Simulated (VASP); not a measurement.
# SrTiO3 (Pm-3m) in VASP: a series of runs

One crystal, SrTiO3, is run at these levels: PBE; tasks: relaxation of cell and atoms.

Program: VASP 6.6.1. These are calculated values, not measurements. Logs are shortened: lines on timing, memory, paths and dates and some standing lists are left out, and cuts for length are marked.

## Step 1: The structure

Symmetry: Pm-3m, No. 221, cubic system. Conventional cell: a = 3.913 Å, b = 3.913 Å, c = 3.913 Å, α = 90.00°, β = 90.00°, γ = 90.00°. Sr (site symmetry m-3m) is surrounded by 12 O at 2.77 Å. Ti (site symmetry m-3m) is surrounded by 6 O at 1.96 Å. Around O (site symmetry 4/mmm) lie 2 Ti at 1.96 Å.

The cell is a database's computed one.

## Step 2: Relaxation of cell and atoms, PBE

INCAR reads:

```
ALGO = Normal ; EDIFF = 1E-6
EDIFFG = -0.005 ; ENCUT = 600
GGA = PE ; IBRION = 2
ISIF = 3 ; ISMEAR = 0
KPAR = 4 ; LASPH = T
LCHARG = F ; LREAL = F
LWAVE = F ; NELM = 120
NSW = 80 ; PREC = Accurate
SIGMA = 0.02
```

KPOINTS reads:

```
k-points
0
Gamma
  8 8 8
```

POSCAR reads:

```
SrTiO3
1.0
    3.9127013000      0.0000000000      0.0000000000
    0.0000000000      3.9127013000      0.0000000000
    0.0000000000      0.0000000000      3.9127013000
Sr Ti O
1 1 3
Direct
    0.0000000000      0.0000000000      0.0000000000
    0.5000000000      0.5000000000      0.5000000000
    0.5000000000      0.0000000000      0.5000000000
    0.5000000000      0.5000000000      0.0000000000
    0.0000000000      0.5000000000      0.5000000000
```

Potentials or basis: VASP PAW PBE potentials, release 64 (Sr_sv, Ti_sv, O).

Launch:

```sh
$ cat potpaw_PBE.64/Sr_sv/POTCAR potpaw_PBE.64/Ti_sv/POTCAR potpaw_PBE.64/O/POTCAR > POTCAR
$ mpirun -np 4 vasp_std > vasp.out
```

OUTCAR:

```text
EDIFF = 1E-6
   EDIFFG = -0.005
   ENCUT = 600
   GGA = PE
   IBRION = 2
   ISIF = 3
   ISMEAR = 0
   LASPH = T
   LREAL = F
   NELM = 120
   NSW = 80
   PREC = Accurate

 ion  position               nearest neighbor table
   1  0.000  0.000  0.000-   3 2.77   4 2.77   5 2.77   3 2.77   5 2.77   4 2.77   5 2.77   5 2.77
                             3 2.77   4 2.77   3 2.77   4 2.77   2 3.39   2 3.39   2 3.39   2 3.39
   2  0.500  0.500  0.500-   3 1.96   4 1.96   5 1.96   4 1.96   3 1.96   5 1.96   1 3.39   1 3.39
                             1 3.39   1 3.39   1 3.39   1 3.39   1 3.39   1 3.39
   3  0.500  0.000  0.500-   2 1.96   2 1.96   1 2.77   1 2.77   1 2.77   1 2.77
   4  0.500  0.500  0.000-   2 1.96   2 1.96   1 2.77   1 2.77   1 2.77   1 2.77
   5  0.000  0.500  0.500-   2 1.96   2 1.96   1 2.77   1 2.77   1 2.77   1 2.77

  LATTYP: Found a simple cubic cell.
 ALAT       =     3.9127013000

  Lattice vectors:

 A1 = (   3.9127013000,   0.0000000000,   0.0000000000)
 A2 = (   0.0000000000,   3.9127013000,   0.0000000000)
 A3 = (   0.0000000000,   0.0000000000,   3.9127013000)

Analysis of symmetry for initial positions (statically):
=====================================================================
 Subroutine PRICEL returns:
 Original cell was already a primitive cell.

 Routine SETGRP: Setting up the symmetry group for a
 simple cubic supercell.

 Subroutine GETGRP returns: Found 48 space group operations
 (whereof 48 operations were pure point group operations)
 out of a pool of 48 trial point group operations.

The static configuration has the point symmetry O_h .

Analysis of symmetry for dynamics (positions and initial velocities):
=====================================================================
 Subroutine PRICEL returns:
 Original cell was already a primitive cell.

 Routine SETGRP: Setting up the symmetry group for a
 simple cubic supercell.

 Subroutine GETGRP returns: Found 48 space group operations
 (whereof 48 operations were pure point group operations)
 out of a pool of 48 trial point group operations.

The dynamic configuration has the point symmetry O_h .

 Subroutine INISYM returns: Found 48 space group operations
 (whereof 48 operations are pure point group operations),
 and found     1 'primitive' translations

----------------------------------------------------------------------------------------

                                     Primitive cell

  volume of cell :      59.9004

  direct lattice vectors                    reciprocal lattice vectors
     3.912701300  0.000000000  0.000000000     0.255577905  0.000000000  0.000000000
     0.000000000  3.912701300  0.000000000     0.000000000  0.255577905  0.000000000
     0.000000000  0.000000000  3.912701300     0.000000000  0.000000000  0.255577905

  length of vectors
     3.912701300  3.912701300  3.912701300     0.255577905  0.255577905  0.255577905

  position of ions in fractional coordinates (direct lattice)
     0.000000000  0.000000000  0.000000000
     0.500000000  0.500000000  0.500000000
     0.500000000  0.000000000  0.500000000
     0.500000000  0.500000000  0.000000000
     0.000000000  0.500000000  0.500000000

  ion indices of the primitive-cell ions
   primitive index   ion index
                 1           1
                 2           2
                 3           3
                 4           4
                 5           5

----------------------------------------------------------------------------------------

 KPOINTS: k-points

Automatic generation of k-mesh.
 Grid dimensions read from file:
 generate k-points for:    8    8    8

 Generating k-lattice:

  Cartesian coordinates                     Fractional coordinates (reciprocal lattice)
     0.031947238  0.000000000  0.000000000     0.125000000  0.000000000  0.000000000
     0.000000000  0.031947238  0.000000000     0.000000000  0.125000000  0.000000000
     0.000000000  0.000000000  0.031947238     0.000000000  0.000000000  0.125000000

  Length of vectors
     0.031947238  0.031947238  0.031947238

  Shift w.r.t. Gamma in fractional coordinates (k-lattice)
     0.000000000  0.000000000  0.000000000

 Subroutine IBZKPT returns following result:
 ===========================================

 Found     35 irreducible k-points:

 Following reciprocal coordinates:
            Coordinates               Weight
  0.000000  0.000000  0.000000      1.000000
  0.125000  0.000000  0.000000      6.000000
  0.250000  0.000000  0.000000      6.000000
  0.375000  0.000000  0.000000      6.000000
  0.500000  0.000000  0.000000      3.000000
  0.125000  0.125000  0.000000     12.000000
[... 16 lines left out ...]
  0.375000  0.375000  0.125000     24.000000
  0.500000  0.375000  0.125000     24.000000
 [... further k-points ...]
   k-points           NKPTS =     35   k-points in BZ     NKDIM =     35   number of bands    NBANDS=     24
   number of dos      NEDOS =    301   number of ions     NIONS =      5
   total plane-waves  NPLWV =  32768
   dimension x,y,z NGX =    32 NGY =   32 NGZ =   32
   dimension x,y,z NGXF=    64 NGYF=   64 NGZF=   64
   ions per type =               1   1   3
   NGX,Y,Z   is equivalent  to a cutoff of  13.60, 13.60, 13.60 a.u.
   NGXF,Y,Z  is equivalent  to a cutoff of  27.19, 27.19, 27.19 a.u.
 SYSTEM =  unknown system
   PREC   = accura    normal or accurate (medium, high low for compatibility)
   ISTART =      0    job   : 0-new  1-cont  2-samecut
   ICHARG =      2    charge: 1-file 2-atom 10-const
   ISPIN  =      1    spin polarized calculation?
   LNONCOLLINEAR =      F non collinear calculations
   LSORBIT =      F    spin-orbit coupling
   LASPH  =      T    aspherical Exc in radial PAW
   ENCUT  =  600.0 eV  44.10 Ry    6.64 a.u.   7.81  7.81  7.81*2*pi/ulx,y,z
   NELM   =    120;   NELMIN=  2; NELMDL= -5     # of ELM steps
   EDIFF  = 0.1E-05   stopping-criterion for ELM
   LREAL  =      F    real-space projection
   EDIFFG = -.5E-02   stopping-criterion for IOM
   NSW    =     80    number of steps for IOM
   IBRION =      2    ionic relax: 0-MD 1-quasi-New 2-CG
   NFREE  =      1    steps in history (QN), initial steepest desc. (CG)
   ISIF   =      3    stress and relaxation
   ISYM   =      2    0-nonsym 1-usesym 2-fastsym
   POTIM  = 0.5000    time-step for ionic-motion
   TEBEG  =    0.0;   TEEND  =   0.0 temperature during run
   PSTRESS=    0.0 pullay stress
   NELECT =      40.0000    total number of electrons
   NUPDOWN=      -1.0000    fix difference up-down
   EMIN   =  10.00;   EMAX   =-10.00  energy-range for DOS
   EFERMI =   0.00;   METHOD = LEGACY
   ISMEAR =     0;   SIGMA  =   0.02  broadening in eV -4-tet -1-fermi 0-gaus
   EFERMI_NEDOS =   21; number of points for ismear=-14 and -15
   IALGO  =     38    algorithm
   IMIX   =      4    mixing-type and parameters
     AMIX     =   0.40;   BMIX     =  1.00
     AMIX_MAG =   1.60;   BMIX_MAG =  1.00
  volume/ion in A,a.u.               =      11.98        80.85
  Fermi-wavevector in a.u.,A,eV,Ry     =   1.430929  2.704064 27.858721  2.047558
  Thomas-Fermi vector in A             =   2.550721
   LORBIT       =      0    0 simple, 1 ext, 2 COOP (PROOUT), +10 PAW based schemes
   GGA     = PE    functional components
   LHFCALC =     F    Hartree Fock is set to
   AEXX    =    0.0000 exact exchange contribution
   IVDW    =     0    specifies the selected vdW correction
   LEPSILON=     F    determine dielectric tensor
   LRPA    =     F    only Hartree local field effects (RPA)
 conjugate gradient relaxation of ions
 non-spin polarized calculation
 Gauss-broadening in eV      SIGMA  =   0.02
  energy-cutoff  :      600.00
  volume of cell :       59.90
 maximum number of plane-waves:      2021
 NGX is ok and might be reduce to    32
   NGX = 15   NGY = 15   NGZ = 15

--------------------------------------- Ionic step        1  -------------------------------------------

 number of electron      39.9999977 magnetization

 Free energy of the ion-electron system (eV)
  ---------------------------------------------------
  ext. energy  EPLUGINS =         0.00000000
  ---------------------------------------------------
  free energy    TOTEN  =       -40.09347609 eV

  energy without entropy =      -40.09347609  energy(sigma->0) =      -40.09347609

------------------------ aborting loop because EDIFF is reached ----------------------------------------

  FORCE on cell =-STRESS in cart. coord.  units (eV):
  Direction    XX          YY          ZZ          XY          YZ          ZX
  --------------------------------------------------------------------------------------
  -------------------------------------------------------------------------------------
  Total        1.3503372      1.3503372      1.3503372      0.0000000      0.0000000      0.0000000
  in kB       36.1179186     36.1179186     36.1179186      0.0000000      0.0000000      0.0000000
  external PRESSURE =      36.1179186 kB  Pullay stress =       0.0000000 kB
[... 63 lines left out ...]
  energy  without entropy=      -40.0973474158  energy(sigma->0) =      -40.09734742

--------------------------------------- Ionic step        3  -------------------------------------------

 number of electron      39.9999974 magnetization

 Free energy of the ion-electron system (eV)
  ---------------------------------------------------
  ext. energy  EPLUGINS =         0.00000000
  ---------------------------------------------------
  free energy    TOTEN  =       -40.10765065 eV

  energy without entropy =      -40.10765065  energy(sigma->0) =      -40.10765065

 E-fermi :   4.1511     XC(G=0): -11.1293

 val. band max:        3.9461359932   @ k =   0.5000   0.5000   0.5000
 cond. band min:       5.7527774900   @ k =   0.0000   0.0000   0.0000
 fundamental gap:      1.8066414968
 Fermi energy:         4.1510557029

 k-point     1 :       0.0000    0.0000    0.0000
  band No.  band energies     occupation
      1     -52.6278      2.00000
      2     -28.9266      2.00000
      3     -28.8574      2.00000
      4     -28.8574      2.00000
      5     -28.8574      2.00000
      6     -13.3845      2.00000
[... 637 lines left out ...]
     23       7.9475      0.00000
     24       9.4607      0.00000

 [... further k-points ...]

------------------------ aborting loop because EDIFF is reached ----------------------------------------

  FORCE on cell =-STRESS in cart. coord.  units (eV):
  Direction    XX          YY          ZZ          XY          YZ          ZX
  --------------------------------------------------------------------------------------
  -------------------------------------------------------------------------------------
  Total       -0.0081893     -0.0081893     -0.0081893     -0.0000000     -0.0000000     -0.0000000
  in kB       -0.2144978     -0.2144978     -0.2144978     -0.0000000     -0.0000000     -0.0000000
  external PRESSURE =      -0.2144978 kB  Pullay stress =       0.0000000 kB
[... 20 lines left out ...]
  FREE ENERGIE OF THE ION-ELECTRON SYSTEM (eV)
  ---------------------------------------------------
  free  energy   TOTEN  =       -40.1076506471 eV

  energy  without entropy=      -40.1076506471  energy(sigma->0) =      -40.10765065

 reached required accuracy - stopping structural energy minimisation
```

Wall time 37 s (4 MPI ranks of AMD EPYC 9R45 (Zen 5), shared host); peak memory 0.22 GiB.

What came out:

- Free energy: -40.1077 eV
- Relaxed volume: 12.23 Å³/atom
- Relaxed cell: a = 3.940 Å, b = 3.940 Å, c = 3.940 Å, α = 90.00°, β = 90.00°, γ = 90.00°
- Space group after relaxing (to 0.05 Å): Pm-3m (No. 221)
- Energy gained by relaxing: 2.8 meV/atom
- Ionic steps: 3
- Pressure after relaxing: 0.0 GPa
- Band gap on the k mesh: 1.81 eV, indirect (least direct gap 2.18 eV)

The path:
```
step  energy change (eV)  largest force (eV/Å)  pressure (GPa)  volume (Å³)
   1              0.0000                0.0000            3.61        59.90
   2             -0.0039                0.0000           -2.92        62.27
   3             -0.0142                0.0000           -0.02        61.17
```

Final structure:
```
Sr Ti O
1.0
     3.94013    0.00000    0.00000
     0.00000    3.94013    0.00000
     0.00000    0.00000    3.94013
Sr Ti O
1 1 3
Direct
  0.00000 0.00000 0.00000
  0.50000 0.50000 0.50000
  0.50000 0.00000 0.50000
  0.50000 0.50000 0.00000
  0.00000 0.50000 0.50000
```

## Step 3: Relaxation of cell and atoms, PBE

This run uses another cell than the first one, of 12.23 Å³/atom, 1.021 times its volume.

INCAR is that of step 2.

KPOINTS is that of step 2.

POSCAR reads:

```
SrTiO3                                  
1.0
    3.9401308806      0.0000000000      0.0000000000
    0.0000000000      3.9401308806      0.0000000000
    0.0000000000      0.0000000000      3.9401308806
  Sr              Ti              O             
     1     1     3
Direct
     0.0000000000000000    0.0000000000000000    0.0000000000000000
     0.5000000000000000    0.5000000000000000    0.5000000000000000
     0.5000000000000000    0.0000000000000000    0.5000000000000000
     0.5000000000000000    0.5000000000000000    0.0000000000000000
     0.0000000000000000    0.5000000000000000    0.5000000000000000
```

Potentials or basis: VASP PAW PBE potentials, release 64 (Sr_sv, Ti_sv, O).

Launch:

```sh
$ cat potpaw_PBE.64/Sr_sv/POTCAR potpaw_PBE.64/Ti_sv/POTCAR potpaw_PBE.64/O/POTCAR > POTCAR
$ mpirun -np 4 vasp_std > vasp.out
```

OUTCAR:

```text
EDIFF = 1E-6
   EDIFFG = -0.005
   ENCUT = 600
   GGA = PE
   IBRION = 2
   ISIF = 3
   ISMEAR = 0
   LASPH = T
   LREAL = F
   NELM = 120
   NSW = 80
   PREC = Accurate

 ion  position               nearest neighbor table
   1  0.000  0.000  0.000-   3 2.79   4 2.79   5 2.79   3 2.79   5 2.79   4 2.79   5 2.79   5 2.79
                             3 2.79   4 2.79   3 2.79   4 2.79   2 3.41   2 3.41   2 3.41   2 3.41
   2  0.500  0.500  0.500-   3 1.97   4 1.97   5 1.97   4 1.97   3 1.97   5 1.97   1 3.41   1 3.41
                             1 3.41   1 3.41   1 3.41   1 3.41   1 3.41   1 3.41
   3  0.500  0.000  0.500-   2 1.97   2 1.97   1 2.79   1 2.79   1 2.79   1 2.79
   4  0.500  0.500  0.000-   2 1.97   2 1.97   1 2.79   1 2.79   1 2.79   1 2.79
   5  0.000  0.500  0.500-   2 1.97   2 1.97   1 2.79   1 2.79   1 2.79   1 2.79

  LATTYP: Found a simple cubic cell.
 ALAT       =     3.9401308806

  Lattice vectors:

 A1 = (   3.9401308806,   0.0000000000,   0.0000000000)
 A2 = (   0.0000000000,   3.9401308806,   0.0000000000)
 A3 = (   0.0000000000,   0.0000000000,   3.9401308806)

Analysis of symmetry for initial positions (statically):
=====================================================================
 Subroutine PRICEL returns:
 Original cell was already a primitive cell.

 Routine SETGRP: Setting up the symmetry group for a
 simple cubic supercell.

 Subroutine GETGRP returns: Found 48 space group operations
 (whereof 48 operations were pure point group operations)
 out of a pool of 48 trial point group operations.

The static configuration has the point symmetry O_h .

Analysis of symmetry for dynamics (positions and initial velocities):
=====================================================================
 Subroutine PRICEL returns:
 Original cell was already a primitive cell.

 Routine SETGRP: Setting up the symmetry group for a
 simple cubic supercell.

 Subroutine GETGRP returns: Found 48 space group operations
 (whereof 48 operations were pure point group operations)
 out of a pool of 48 trial point group operations.

The dynamic configuration has the point symmetry O_h .

 Subroutine INISYM returns: Found 48 space group operations
 (whereof 48 operations are pure point group operations),
[... 137 lines left out ...]
  volume of cell :       61.17
 maximum number of plane-waves:      2064
 NGX is ok and might be reduce to    32
   NGX = 15   NGY = 15   NGZ = 15

--------------------------------------- Ionic step        1  -------------------------------------------

 number of electron      39.9999974 magnetization

 Free energy of the ion-electron system (eV)
  ---------------------------------------------------
  ext. energy  EPLUGINS =         0.00000000
  ---------------------------------------------------
  free energy    TOTEN  =       -40.11035147 eV

  energy without entropy =      -40.11035147  energy(sigma->0) =      -40.11035147

------------------------ aborting loop because EDIFF is reached ----------------------------------------

  FORCE on cell =-STRESS in cart. coord.  units (eV):
  Direction    XX          YY          ZZ          XY          YZ          ZX
  --------------------------------------------------------------------------------------
  -------------------------------------------------------------------------------------
  Total       -0.0389503     -0.0389503     -0.0389503      0.0000000      0.0000000      0.0000000
  in kB       -1.0202091     -1.0202091     -1.0202091      0.0000000      0.0000000      0.0000000
  external PRESSURE =      -1.0202091 kB  Pullay stress =       0.0000000 kB
[... 104 lines left out ...]
--------------------------------------- Ionic step        4  -------------------------------------------

 number of electron      39.9999974 magnetization

 Free energy of the ion-electron system (eV)
  ---------------------------------------------------
  ext. energy  EPLUGINS =         0.00000000
  ---------------------------------------------------
  free energy    TOTEN  =       -40.11035375 eV

  energy without entropy =      -40.11035375  energy(sigma->0) =      -40.11035375

 E-fermi :   4.1538     XC(G=0): -11.1303

 val. band max:        3.9476464118   @ k =   0.5000   0.5000   0.5000
 cond. band min:       5.7546422482   @ k =   0.0000   0.0000   0.0000
 fundamental gap:      1.8069958364
 Fermi energy:         4.1537519457

 k-point     1 :       0.0000    0.0000    0.0000
  band No.  band energies     occupation
      1     -52.6258      2.00000
      2     -28.9249      2.00000
      3     -28.8552      2.00000
      4     -28.8552      2.00000
      5     -28.8552      2.00000
      6     -13.3837      2.00000
[... 637 lines left out ...]
     23       7.9500      0.00000
     24       9.4638      0.00000

 [... further k-points ...]

------------------------ aborting loop because EDIFF is reached ----------------------------------------

  FORCE on cell =-STRESS in cart. coord.  units (eV):
  Direction    XX          YY          ZZ          XY          YZ          ZX
  --------------------------------------------------------------------------------------
  -------------------------------------------------------------------------------------
  Total       -0.0036868     -0.0036868     -0.0036868      0.0000000      0.0000000      0.0000000
  in kB       -0.0965859     -0.0965859     -0.0965859      0.0000000      0.0000000      0.0000000
  external PRESSURE =      -0.0965859 kB  Pullay stress =       0.0000000 kB
[... 20 lines left out ...]
  FREE ENERGIE OF THE ION-ELECTRON SYSTEM (eV)
  ---------------------------------------------------
  free  energy   TOTEN  =       -40.1103537477 eV

  energy  without entropy=      -40.1103537477  energy(sigma->0) =      -40.11035375

 reached required accuracy - stopping structural energy minimisation
```

It took 34 s on 4 MPI ranks of AMD EPYC 9R45 (Zen 5), shared host; peak memory 0.21 GiB.

Results:

* Free energy: -40.1104 eV
* Relaxed volume: 12.23 Å³/atom
* Relaxed cell: a = 3.940 Å, b = 3.940 Å, c = 3.940 Å, α = 90.00°, β = 90.00°, γ = 90.00°
* Space group after relaxing (to 0.05 Å): Pm-3m (No. 221)
* Energy gained by relaxing: 0.0 meV/atom
* Ionic steps: 4
* Pressure after relaxing: 0.0 GPa
* Band gap on the k mesh: 1.81 eV, indirect (least direct gap 2.18 eV)

Final structure:
```xyz
5
Lattice="3.9399 0.0000 0.0000 0.0000 3.9399 0.0000 0.0000 0.0000 3.9399" Properties=species:S:1:pos:R:3 pbc="T T T"
Sr    0.0000    0.0000    0.0000
Ti    1.9699    1.9699    1.9699
O     1.9699    0.0000    1.9699
O     1.9699    1.9699    0.0000
O     0.0000    1.9699    1.9699
```

A k mesh can miss the band edges. Expect the measured gap to be larger: semilocal functionals such as PBE lack the derivative discontinuity.
